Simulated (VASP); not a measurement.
# Ga (C2/c) in VASP: further runs, part 2 of 2

VASP 6.6.1. The steps go on from the part before.

## 4. Single point, PBE

INCAR reads:

```
PREC = Accurate
ENCUT = 300
EDIFF = 1E-6
ISMEAR = 0
SIGMA = 0.15
LREAL = False
LASPH = True
NELM = 100
ALGO = Normal
ISIF = 2
LWAVE = False
LCHARG = False
GGA = PE
NBANDS = 20
ADDGRID = False
```

KPOINTS reads:

```
regular mesh
0
Gamma
  16 16 12
```

POSCAR reads:

```
Ga
1.0
    1.3830000000     -4.0265000000      0.0000000000
    1.3830000000      4.0265000000      0.0000000000
   -0.1174474948      0.0000000000      3.3299294416
Ga
2
Direct
    0.0863460000      0.8268100000      0.7848140000
    0.8777350000      0.1376800000      0.2531650000
```

Potentials or basis: VASP PAW PBE potentials, release 64 (Ga_d).

Command:

```
$ cat potpaw_PBE.64/Ga_d/POTCAR > POTCAR
$ mpirun -np 1 vasp_std > vasp.out
```

OUTCAR:

```text
PREC = Accurate
   ENCUT = 300
   EDIFF = 1E-6
   ISMEAR = 0
   LREAL = False
   LASPH = True
   NELM = 100
   ISIF = 2
   GGA = PE

 Found   1540 irreducible k-points:

 Following reciprocal coordinates:
            Coordinates               Weight
  0.000000  0.000000  0.000000      1.000000
  0.062500 -0.000000  0.000000      2.000000
  0.000000 -0.062500 -0.000000      2.000000
  0.125000 -0.000000  0.000000      2.000000
  0.000000 -0.125000 -0.000000      2.000000
  0.187500 -0.000000  0.000000      2.000000
   k-points           NKPTS =   1540   k-points in BZ     NKDIM =   1540   number of bands    NBANDS=     20
   number of dos      NEDOS =    301   number of ions     NIONS =      2
   total plane-waves  NPLWV =  11520
   dimension x,y,z NGX =    24 NGY =   24 NGZ =   20
   dimension x,y,z NGXF=    48 NGYF=   48 NGZF=   40
   ions per type =               2
   NGX,Y,Z   is equivalent  to a cutoff of   9.37,  9.37,  9.98 a.u.
   NGXF,Y,Z  is equivalent  to a cutoff of  18.74, 18.74, 19.96 a.u.
 SYSTEM =  unknown system
   PREC   = accura    normal or accurate (medium, high low for compatibility)
   ISTART =      0    job   : 0-new  1-cont  2-samecut
   ICHARG =      2    charge: 1-file 2-atom 10-const
   ISPIN  =      1    spin polarized calculation?
   LNONCOLLINEAR =      F non collinear calculations
   LSORBIT =      F    spin-orbit coupling
[... 52 lines left out ...]
 E-fermi :   5.6983     XC(G=0): -11.0563

 val. band max:        5.6971617511   @ k =  -0.1875   0.5000   0.2500
 cond. band min:       5.6993263301   @ k =  -0.1250   0.0000   0.4167
 fundamental gap:      0.0021645789
 Fermi energy:         5.6983467047

 k-point     1 :       0.0000    0.0000    0.0000
  band No.  band energies     occupation
      1      -9.5154      2.00000
      2      -9.4873      2.00000
      3      -9.4488      2.00000
      4      -9.4285      2.00000
      5      -9.1708      2.00000
      6      -9.1498      2.00000
[... 127 lines left out ...]
     19      16.8852      0.00000
     20      20.5296      0.00000

 [... further k-points ...]

------------------------ aborting loop because EDIFF is reached ----------------------------------------

  FORCE on cell =-STRESS in cart. coord.  units (eV):
  Direction    XX          YY          ZZ          XY          YZ          ZX
  --------------------------------------------------------------------------------------
  -------------------------------------------------------------------------------------
  Total        0.3463860      0.5883618      0.4622403      0.0026745      0.1417345     -0.0108345
  in kB       14.9642855     25.4179259     19.9693278      0.1155405      6.1230975     -0.4680621
  external PRESSURE =      20.1171798 kB  Pullay stress =       0.0000000 kB

 VOLUME and BASIS-vectors are now :
 -----------------------------------------------------------------------------
  energy-cutoff  :      300.00
  volume of cell :       37.09
      direct lattice vectors                 reciprocal lattice vectors
     1.383000000 -4.026500000  0.000000000     0.361532899 -0.124177325  0.012751361
     1.383000000  4.026500000  0.000000000     0.361532899  0.124177325  0.012751361
    -0.117447495  0.000000000  3.329929442     0.000000000  0.000000000  0.300306663

 POSITION                                       TOTAL-FORCE (eV/Angst)
 -----------------------------------------------------------------------------------
      1.17072      2.98148      2.61338         0.006996     -0.262209     -0.190507
      1.37459     -2.97983      0.84302        -0.006996      0.262209      0.190507
 -----------------------------------------------------------------------------------
    total drift:                               -0.000034     -0.000073     -0.000457

  FREE ENERGIE OF THE ION-ELECTRON SYSTEM (eV)
  ---------------------------------------------------
  free  energy   TOTEN  =        -5.7621084136 eV

  energy  without entropy=       -5.7541534424  energy(sigma->0) =       -5.75813093
```

stdout:

```text
POSCAR found type information on POSCAR Ga
 POSCAR found :  1 types and       2 ions
 scaLAPACK will be used
 LDA part: xc-table for (Slater+PW92), standard interpolation
 POSCAR, INCAR and KPOINTS ok, starting setup
 FFT: planning ... GRIDC
 FFT: planning ... GRID_SOFT
 FFT: planning ... GRID
 WAVECAR not read
 entering main loop
```

Wall time 5.5 min (1 thread of Intel Xeon Platinum 8259CL at 2.50GHz (Skylake/Cascade Lake), shared host); peak memory 0.47 GiB.

These settings aren't checked as converged: the numbers below hold their error.

Results:

* Free energy: -5.7621 eV
* Largest force: 0.324 eV/Å
* Band gap on the k mesh: none (metal or under the smearing width)

Caveat: the cutoff is under 1.25 times the usual one of these potentials, so pressure, stress and relaxed cells hold a basis-set (Pulay) error.

## 5. Single point, PBE

Edit INCAR of step 4 so:

```diff
@@ -1,3 +1,3 @@
 PREC = Accurate
-ENCUT = 300
+ENCUT = 450
 EDIFF = 1E-6
```

KPOINTS reads:

```
regular mesh
0
Gamma
  13 13 10
```

POSCAR reads:

```
Ga
1.0
    1.3830000000     -4.0265000000      0.0000000000
    1.3830000000      4.0265000000      0.0000000000
   -0.1174474948      0.0000000000      3.3299294416
Ga
2
Direct
    0.1310000000      0.8690000000      0.7500000000
    0.8690000000      0.1310000000      0.2500000000
```

Command:

```
$ cat potpaw_PBE.64/Ga_d/POTCAR > POTCAR
$ mpirun -np 1 vasp_std > vasp.out
```

It took 4 min on 1 thread of Intel Xeon Platinum 8259CL at 2.50GHz (Skylake/Cascade Lake), shared host; peak memory 0.33 GiB.

The run converged, but some of its settings lie outside the range that counts as converged, so its numbers aren't taken as properties of the crystal.

Results:

```
Free energy            : -5.7748 eV
Pressure               : 1.8 GPa
Largest force          : 0.191 eV/Å
Band gap on the k mesh : none (metal or under the smearing width)
```

## 6. Single point, PBE

INCAR is that of step 5.

KPOINTS is that of step 5.

POSCAR reads:

```
Ga
1.0
    1.3830000000     -4.0265000000      0.0000000000
    1.3830000000      4.0265000000      0.0000000000
   -0.1174474948      0.0000000000      3.3299294416
Ga
2
Direct
    0.0863460000      0.8268100000      0.7848140000
    0.8777350000      0.1376800000      0.2531650000
```

Potentials or basis: VASP PAW PBE potentials, release 64 (Ga_d).

Command:

```
$ cat potpaw_PBE.64/Ga_d/POTCAR > POTCAR
$ mpirun -np 1 vasp_std > vasp.out
```

OUTCAR:

```text
PREC = Accurate
   ENCUT = 450
   EDIFF = 1E-6
   ISMEAR = 0
   LREAL = False
   LASPH = True
   NELM = 100
   ISIF = 2
   GGA = PE

 Found    846 irreducible k-points:

 Following reciprocal coordinates:
            Coordinates               Weight
  0.000000  0.000000  0.000000      1.000000
  0.076923 -0.000000 -0.000000      2.000000
  0.000000 -0.076923  0.000000      2.000000
  0.153846  0.000000  0.000000      2.000000
  0.000000 -0.153846  0.000000      2.000000
  0.230769 -0.000000 -0.000000      2.000000
   k-points           NKPTS =    846   k-points in BZ     NKDIM =    846   number of bands    NBANDS=     20
   number of dos      NEDOS =    301   number of ions     NIONS =      2
   total plane-waves  NPLWV =  21600
   dimension x,y,z NGX =    30 NGY =   30 NGZ =   24
   dimension x,y,z NGXF=    60 NGYF=   60 NGZF=   48
   ions per type =               2
   NGX,Y,Z   is equivalent  to a cutoff of  11.71, 11.71, 11.97 a.u.
   NGXF,Y,Z  is equivalent  to a cutoff of  23.43, 23.43, 23.95 a.u.
 SYSTEM =  unknown system
   PREC   = accura    normal or accurate (medium, high low for compatibility)
   ISTART =      0    job   : 0-new  1-cont  2-samecut
   ICHARG =      2    charge: 1-file 2-atom 10-const
   ISPIN  =      1    spin polarized calculation?
   LNONCOLLINEAR =      F non collinear calculations
   LSORBIT =      F    spin-orbit coupling
[... 53 lines left out ...]
 E-fermi :   5.6588     XC(G=0): -11.0554

 val. band max:        5.6552818777   @ k =   0.0000  -0.1538   0.0000
 cond. band min:       5.6600276467   @ k =  -0.0769  -0.1538  -0.3000
 fundamental gap:      0.0047457689
 Fermi energy:         5.6587596428

 k-point     1 :       0.0000    0.0000    0.0000
  band No.  band energies     occupation
      1      -9.5285      2.00000
      2      -9.5002      2.00000
      3      -9.4609      2.00000
      4      -9.4403      2.00000
      5      -9.1833      2.00000
      6      -9.1622      2.00000
[... 127 lines left out ...]
     19      16.9918      0.00000
     20      20.9638      0.00000

 [... further k-points ...]

------------------------ aborting loop because EDIFF is reached ----------------------------------------

  FORCE on cell =-STRESS in cart. coord.  units (eV):
  Direction    XX          YY          ZZ          XY          YZ          ZX
  --------------------------------------------------------------------------------------
  -------------------------------------------------------------------------------------
  Total        0.4004546      0.6273017      0.3944740      0.0261684      0.1239670      0.0432720
  in kB       17.3001158     27.1001761     17.0417442      1.1305076      5.3555223      1.8694011
  external PRESSURE =      20.4806787 kB  Pullay stress =       0.0000000 kB

 VOLUME and BASIS-vectors are now :
 -----------------------------------------------------------------------------
  energy-cutoff  :      450.00
  volume of cell :       37.09
      direct lattice vectors                 reciprocal lattice vectors
     1.383000000 -4.026500000  0.000000000     0.361532899 -0.124177325  0.012751361
     1.383000000  4.026500000  0.000000000     0.361532899  0.124177325  0.012751361
    -0.117447495  0.000000000  3.329929442     0.000000000  0.000000000  0.300306663

 POSITION                                       TOTAL-FORCE (eV/Angst)
 -----------------------------------------------------------------------------------
      1.17072      2.98148      2.61338         0.010495     -0.265845     -0.187241
      1.37459     -2.97983      0.84302        -0.010495      0.265845      0.187241
 -----------------------------------------------------------------------------------
    total drift:                               -0.000011      0.000020     -0.000000

  FREE ENERGIE OF THE ION-ELECTRON SYSTEM (eV)
  ---------------------------------------------------
  free  energy   TOTEN  =        -5.7600634286 eV

  energy  without entropy=       -5.7524441294  energy(sigma->0) =       -5.75625378
```

OSZICAR:

```text
N       E                     dE             d eps       ncg     rms          rms(c)
DAV:   1     0.125925076953E+03    0.12593E+03   -0.12169E+04 35392   0.227E+03
DAV:   2     0.494282456985E+01   -0.12098E+03   -0.11805E+03 34920   0.364E+02
DAV:   3    -0.565793411794E+01   -0.10601E+02   -0.10555E+02 38172   0.902E+01
DAV:   4    -0.581099603004E+01   -0.15306E+00   -0.15299E+00 38728   0.121E+01
DAV:   5    -0.581361928109E+01   -0.26233E-02   -0.26231E-02 38412   0.155E+00    0.144E+00
DAV:   6    -0.576918361574E+01    0.44436E-01   -0.89542E-02 45992   0.491E+00    0.742E-01
DAV:   7    -0.576092155045E+01    0.82621E-02   -0.18752E-02 48240   0.186E+00    0.204E-01
DAV:   8    -0.576004858372E+01    0.87297E-03   -0.24819E-03 36596   0.670E-01    0.219E-02
DAV:   9    -0.576006214032E+01   -0.13557E-04   -0.14599E-04 38012   0.118E-01    0.837E-03
DAV:  10    -0.576006342353E+01   -0.12832E-05   -0.10926E-05 37664   0.373E-02    0.309E-03
DAV:  11    -0.576006342857E+01   -0.50441E-08   -0.14733E-06 24760   0.156E-02
   1 F= -.57600634E+01 E0= -.57562538E+01  d E =-.761930E-02
```

Wall time 6.7 min (1 thread of Intel Xeon Platinum 8259CL at 2.50GHz (Skylake/Cascade Lake), shared host); peak memory 0.48 GiB.

The run converged, but some of its settings lie outside the range that counts as converged, so its numbers aren't taken as properties of the crystal.

What came out:

```
Free energy            : -5.7601 eV
Pressure               : 2.0 GPa
Largest force          : 0.325 eV/Å
Band gap on the k mesh : none (metal or under the smearing width)
```
